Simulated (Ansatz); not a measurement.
# GaN (Fm-3m) in Ansatz: further runs

The runs below take GaN through band structure, with HSE03, HSEsol, r2SCAN0, r2SCANh, r2SCAN50, HF.

Everything below comes from runs of Ansatz 0.2.0. Logs are shortened: lines on timing, memory, paths and dates and some standing lists are left out, and cuts for length are marked.

### Step 1. The crystal as given

It takes space group Fm-3m (No. 225, cubic). Conventional cell: a = 4.270 Å, b = 4.270 Å, c = 4.270 Å, α = 90.00°, β = 90.00°, γ = 90.00°. Around Ga (site symmetry m-3m) lie 6 N at 2.14 Å. Around N (site symmetry m-3m) lie 6 Ga at 2.14 Å.

Measurements of this composition are mostly on another form, of space group No. 186.

### Step 2. Band structure, HSE03

Input file input:

```
crystal:
  lattice:
    - [0.0, 2.135235, 2.135235]
    - [2.135235, 0.0, 2.135235]
    - [2.135235, 2.135235, 0.0]
  atoms:
    - { symbol: Ga, position: [0.0, 0.0, 0.0] }
    - { symbol: "N", position: [0.5, 0.5, 0.5] }
hamiltonian:
  xc: { exchange: pbe, correlation: pbe, exx: { coeff: 0.25, omega: 0.3 } }
  pseudopotentials: { kind: paw }
kpoints:
  mp_grid: { grid: [6, 6, 6] }
  band_path:
    path:
      - [[0.0, 0.0, 0.0], [0.5, 0.0, 0.5], [0.5, 0.25, 0.75], [0.375, 0.375, 0.75], [0.0, 0.0, 0.0], [0.5, 0.5, 0.5], [0.625, 0.25, 0.625], [0.5, 0.25, 0.75], [0.5, 0.5, 0.5], [0.375, 0.375, 0.75]]
      - [[0.625, 0.25, 0.625], [0.5, 0.0, 0.5]]
    npoints: 4
scf:
  occupations: { method: fermi_dirac, width: 0.05 }
  n_extra_bands: 6
output:
  forces: true
  stress: true
  eigenvalues: true
  fatbands: false
```

Potentials or basis: Ansatz PAW.

The program printed:

```text
Warning: output.stress: scf.convergence.dr2_threshold = 1e-7 eV (the SCF's general default) is looser than the 2e-10 eV advised for a printed stress (1e-10 eV for each atom of the cell: 2). What an SCF threshold leaves in a stress goes as its square root, and in the free energy as the threshold itself, and one threshold admits the most on a small cell: of the crystals measured, under no hybrid functional and no lock of the moments, on runs that ended without the residual-converged pass, on stresses that held no estimate of that error, the worst erred by over 100 MPa in a component at 1e-7 eV an atom and by under 5 at 1e-10. Set scf.convergence.dr2_threshold to 2e-10 eV or tighter. The threshold is an SCF's pass mark: one that does not reach it within its budget of iterations ends unconverged, or closes short of it on a stop that the run arms, and scf.convergence.dr2_threshold's page says what that costs each kind of run
Warning: output.stress: scf.exx.energy_threshold = 1e-6 eV is looser than the 2e-8 eV advised for a stress under a hybrid functional (1e-8 eV for each atom of the cell: 2). Every SCF of the exchange loop can meet its threshold on dr2 while the loop round them stops early: no threshold on dr2 bounds what that leaves in the stress. Set scf.exx.energy_threshold to 2e-8 eV or tighter. The threshold is the loop's pass mark: a loop that does not reach it within its budget of cycles ends unconverged, and scf.exx.energy_threshold's page has the law
scf.n_extra_bands = 6 over 9 filled bands (N_el = 18.0): the run solves 15 bands
GPUs: using 1 of 1 available (devices: 1).
Engine: ansatz 0.2.0, x86_64-unknown-linux-gnu
Pseudopotentials: kind: paw
Pseudopotential: Ga, paw, valence charge 13, recommended cutoff 420 eV (normal), Ga.paw.azcp
Pseudopotential: N, paw, valence charge 5, recommended cutoff 420 eV (normal), N.paw.azcp
Functional definition: unnamed
  parameter a_1 = 0.25
  parameter omega_1 = 0.3/angstrom
  exchange = pbe_x + (-a_1)*pbe_x_sr(omega_1) + a_1*exact_x_sr(omega_1)
  correlation = pbe_c
device memory: the entry about to start is reckoned to put 0.4 GiB on a device that reports 29.5 GiB free (of which the cap on the GPU budget leaves the run 18.0 GiB)
GPU FFT provider: cuFFT
GPU libraries: cuBLAS 13.8.2, cuFFT 12.4.0, cuSOLVER 12.3.4
Crystal: 2 atoms, lattice volume = 19.470 Å³
Basis set: ecut = 420 eV, 339 PW (Γ), exchange–correlation on 48×48×48 points (8 copies of the dense FFT grid, shifted against one another)
Bands: 15, of which v1, the nominal top of the filled ones, is band 9 counted from 1 (8 counted from 0)
Symmetry: 48 space group operations
Space group: Fm-3m (ITA 225), of the structure as read, at distance tolerance 2.7e-5 Å
k-points: 16 of 216
Non-local potential: Ga, projectors of the file, l = 0: 2, l = 1: 2, l = 2: 3, l = 3: 1
Non-local potential: N, projectors of the file, l = 0: 2, l = 1: 2, l = 2: 1
PAW form: soft (Blöchl's): semilocal exchange-correlation on the pseudo side does not see the compensation charge
PAW frozen core: Ga, regenerated for the run's functional, and the local potential with it (the file was generated under x = pbe(κ = 0.804, μ = 0.2195149727645171), c = pbe(β = 0.06672455060314922))
PAW frozen core: N, regenerated for the run's functional, and the local potential with it (the file was generated under x = pbe(κ = 0.804, μ = 0.2195149727645171), c = pbe(β = 0.06672455060314922))
PAW one-centre angular grid: Ga, 590 points (default); XC on 64 Gauss nodes
PAW one-centre angular grid: N, 110 points (default); XC on 64 Gauss nodes
Initial density: superposition of atomic densities (neutral atoms: chi_scale 0, normalization atom), corrected by the library's trained network
Initial wavefunctions: pseudopotential atomic-orbital guess
GPU buffer pool allocated for 13824 grid points (all kernels)
GPU transforms: local potential and band sums: pruned to the plane-wave sphere, on 24×24×24
[... 36 lines left out ...]
preconditioner: auto → none  [insulator: Δε(μ)=1.399 eV  Ē_g=25.180 eV  σ=0.050 eV  W_gap=1.00  n_scr=8 (ndim 8)  ℏωp=35.7 eV  f_vac=0.000  D(μ)=0.00/eV (n_scr^D=0)]
SCF iter   2: F=—  HF=-4167.371570 eV  |F-HF|=—  |Δ(HF+E_count)|=   5.09e-7  Δρ=2.06e-5  dr2=9.72e-8  ethr=9.91e-10  ⟨swp⟩=4.2  Hψ=740  notcnv=0
SCF iter   3: F=—  HF=-4167.371571 eV  |F-HF|=—  |Δ(HF+E_count)|=   4.55e-7  Δρ=2.16e-5  dr2=8.27e-8  ethr=4.07e-11  ⟨swp⟩=4.0  Hψ=744  notcnv=0
SCF iter   4: F=-4167.371571 eV  HF=-4167.371571 eV  |F-HF|=2.92e-10  |Δ(HF+E_count)|=   2.60e-8  Δρ=1.54e-6  dr2=1.96e-10  ethr=4.07e-11  ⟨swp⟩=3.7  Hψ=539  notcnv=0
SCF 3 converged in 4 iterations: F = -4167.371571 eV  dr2 = 1.96e-10
  Residual-converged pass: ⟨swp⟩=2.7  Hψ=388  notcnv=0  max |occ|·‖R‖ = 2.4e-6 eV (tolerance 2.4e-6 eV)  dr2=1.94e-10  dr2_onsite=6.40e-10  max |Δocc| = 2.0e-15
hybrid outer 2: dexx = +4.379e-7 eV, tail = 1.05e-8 eV, Δε = 4.42e-3 eV (about 9.27e-5 eV left of the loop's levels)
device memory: the entry about to start is reckoned to put 0.3 GiB on a device that reports 28.8 GiB free (of which the cap on the GPU budget leaves the run 18.0 GiB)
NSCF: frozen V_eff on 42 k-points, pencils in batches of 32, up to order 68
hybrid SCF converged: 2 outer / 10 inner (+4 warm-up), last move |dexx| = 4.38e-7 eV, tail = 1.05e-8 eV
Stability not checked: this state was not tested for a lower state beside it, because the functional holds exact exchange (a hybrid, or Hartree-Fock), whose exchange loop this test does not read (fock_operator; see scf.lower_state_search)
Free energy (F): -4167.371571 eV
Frozen-core exchange: fock
Harris-Foulkes:  -4167.371571 eV  (|F-HF|=2.92e-10)
Internal energy: -4167.371571 eV  (E = F + TS)
E sigma→0 (E₀):  -4167.371571 eV
Entropy (-TS):   -0.000000 eV (-0.000 meV/atom)
Fermi energy:    12.763798 eV
--- Per-component energies (eV) ---
  E_band       = -0.012097
  E_kinetic    = 246.239761
  E_local      = -1695.358291  (includes V_loc(G=0)·N_el)
  E_nonlocal   = 477.593549
  E_hartree    = 796.824819
  E_xc         = -104.754610
  E_vxc        = -108.068621  (∫ρ·V_xc dr)
  E_exx        = -58.743325  (= α·E_x^exact, valence–valence)
  E_paw        = -2090.808104  (= ΣΔE_a)
  E_vpaw       = -396.581795  (= ΣTr[D̂ρ^β])
  E_aug_tail   = -0.000171  (compensation charges beyond the density's cutoff)
  E_ewald      = -1738.436881
  E_core_change = 0.071681  (= ΣΔE_core)
  E_smearing   = -0.000000  (= −TS)
  E_closure    = 0.000000  (closes the sum)
  Σ components = -4167.371571   (vs F -4167.371571, Δ=0.00e0)
--- Forces (eV/Å), atoms counted from 1 ---
  atom   1  Ga    -0.00000000    -0.00000000     0.00000000
  atom   2  N      0.00000000     0.00000000     0.00000000
  max |Σ_I F_I| component: 9.47e-30 eV/Å
--- Stress (GPa, compression-positive) ---
       -9.393746      -0.000000      -0.000000
       -0.000000      -9.393746       0.000000
       -0.000000       0.000000      -9.393746
  P = ⅓ Tr σ = -9.3937 GPa (-93.937 kbar)
--- Band table (eV; the first three rows and the last of 16) ---
  k-point 0: bands = ["-6.5173", "-4.3460", "-4.3460", "-4.3460", "-4.3151", "-4.3151", "11.5399", "11.5399", "11.5399", "14.9449", "27.6181", "27.6181", "27.6181", "29.1504", "29.1523"]
  k-point 1: bands = ["-5.9714", "-4.3709", "-4.3709", "-4.3578", "-4.2954", "-4.2954", "8.8822", "11.5831", "11.5831", "16.9151", "23.9019", "25.8828", "25.8828", "28.7153", "29.5407"]
  k-point 2: bands = ["-4.6675", "-4.4668", "-4.4668", "-4.2545", "-4.2074", "-4.2074", "5.2386", "11.7151", "11.7151", "17.8711", "22.5943", "23.2139", "23.2139", "28.7278", "32.5497"]
  k-point 15: bands = ["-5.5050", "-4.4179", "-4.3257", "-4.2265", "-4.1063", "-0.8222", "5.4965", "7.5522", "7.6214", "16.6440", "22.2880", "24.5300", "24.5356", "29.5959", "34.8702"]
```

bands.tsv:

```text
# k_distance	band_0	band_1	band_2	band_3	band_4	band_5	band_6	band_7	band_8	band_9	band_10	band_11	band_12	band_13	band_14
# fermi_ev = 12.763807
[... 56 lines left out ...]
8.924443	-18.206175	-17.186047	-17.097395	-16.974734	-16.900768	-13.813508	-7.148088	-6.664222	-2.942255	3.312932	9.294593	11.755465	13.093664	15.475791	23.235509
9.054489	-18.316074	-17.213856	-17.054897	-16.934502	-16.887635	-13.613919	-7.572218	-5.888547	-3.333079	2.509419	8.929970	12.099329	13.874209	15.076447	24.727663
9.184536	-18.402864	-17.237161	-17.018744	-16.900691	-16.878003	-13.502952	-7.885672	-5.007432	-3.631538	1.694398	8.432464	12.370535	14.550660	15.046006	26.345350
9.314583	-18.458443	-17.252591	-16.994489	-16.878104	-16.872151	-13.449544	-8.078173	-4.224141	-3.818415	0.980443	8.044671	12.543659	15.018444	15.138500	27.556920
9.444629	-18.477610	-17.258057	-16.985953	-16.870188	-16.870188	-13.433932	-8.143152	-3.882002	-3.882002	0.664919	7.902907	12.603055	15.186801	15.186801	27.436273
```

Run time: 57 s. Hardware: 1 × NVIDIA H100 80GB HBM3 with 2 threads of AMD EPYC 7R13 (Zen 3), shared host; peak memory 1.6 GiB.

Results:

| Item | Value |
| --- | --- |
| Free energy | -4167.3716 eV |
| Pressure | -9.4 GPa |
| Band gap on the k mesh | 1.40 eV, indirect (least direct gap 3.40 eV) |
| Band gap along the path | 1.41 eV, indirect (least direct gap 3.41 eV) |

Levels at the corners of the path, in eV from the valence-band top:
```csv
point,band 5,band 6,band 7,band 8,band 9,band 10,band 11,band 12,band 13,band 14
Γ,-16.33,-16.33,-0.48,-0.48,-0.48,2.93,15.60,15.60,15.60,17.13
X,-16.12,-12.69,-7.40,-3.13,-3.13,1.41,8.65,13.35,15.93,15.93
W,-16.12,-12.89,-5.56,-5.56,-4.68,6.07,10.97,11.52,11.52,19.77
K,-16.15,-13.07,-6.40,-5.92,-2.19,4.06,10.04,12.50,13.84,16.22
Γ,-16.33,-16.33,-0.48,-0.48,-0.48,2.93,15.60,15.60,15.60,17.13
L,-16.18,-15.39,-8.68,-0.21,-0.21,5.56,10.16,10.16,10.78,17.39
U,-16.15,-13.07,-6.40,-5.92,-2.19,4.06,10.04,12.50,13.84,16.22
W,-16.12,-12.89,-5.56,-5.56,-4.68,6.07,10.97,11.52,11.52,19.77
L,-16.18,-15.39,-8.68,-0.21,-0.21,5.56,10.16,10.16,10.78,17.39
K,-16.15,-13.07,-6.40,-5.92,-2.19,4.06,10.04,12.50,13.84,16.22
U,-16.15,-13.07,-6.40,-5.92,-2.19,4.06,10.04,12.50,13.84,16.22
X,-16.12,-12.69,-7.40,-3.13,-3.13,1.41,8.65,13.35,15.93,15.93
```

Caveat: the k mesh is coarse (spacing up to 0.42 Å⁻¹), so the values aren't converged, least of all with exact exchange; the pressure holds a Pulay correction of +0.6 GPa for the finite cutoff; the PAW data sets come from PBE, with cores solved anew for the run's functional, which leaves a small shift of forces and pressure; the thresholds are loose for stress.

[end of part 1 of 3]
